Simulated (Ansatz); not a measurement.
# AlRu in Ansatz: the effect of target pressure

AlRu:

```
Ru Al
1.0
     2.99160    0.00000    0.00000
     0.00000    2.99160    0.00000
     0.00000    0.00000    2.99160
Ru Al
1 1
Direct
  0.50000 0.50000 0.50000
  0.00000 0.00000 0.00000
```

Alike in all runs:

- Program: Ansatz 0.2.0
- Task: relaxation of cell and atoms
- Functional: PBE
- Potentials or basis: Ansatz PAW
- Cutoff: 420 eV (not typed: the program's choice for these potentials)
- k mesh: 9 × 9 × 9
- Occupations: fermi-dirac, width 0.05 eV
- Spin: no spin polarisation

Each run relaxes the cell or the atoms first.

```csv
target pressure,relaxed volume (Å³/atom)
0 GPa,13.55
2 GPa,13.42
5 GPa,?
10 GPa,12.96
20 GPa,12.48
30 GPa,12.09
```

Q: What does the run with target pressure 5 GPa give?

A: Relaxed volume 13.24 Å³/atom.

Worked out: In Murnaghan's law V^(-B') rises as a straight line in P. The other rows fit best with B' = 4.4, V0 = 13.55 Å³/atom and B0 = 202 GPa, which gives 13.24 Å³/atom at 5 GPa, against the run's 13.24.

Caveats: the plane-wave basis is chosen anew once the cell has moved, so the energies of steps on either side of that aren't comparable.
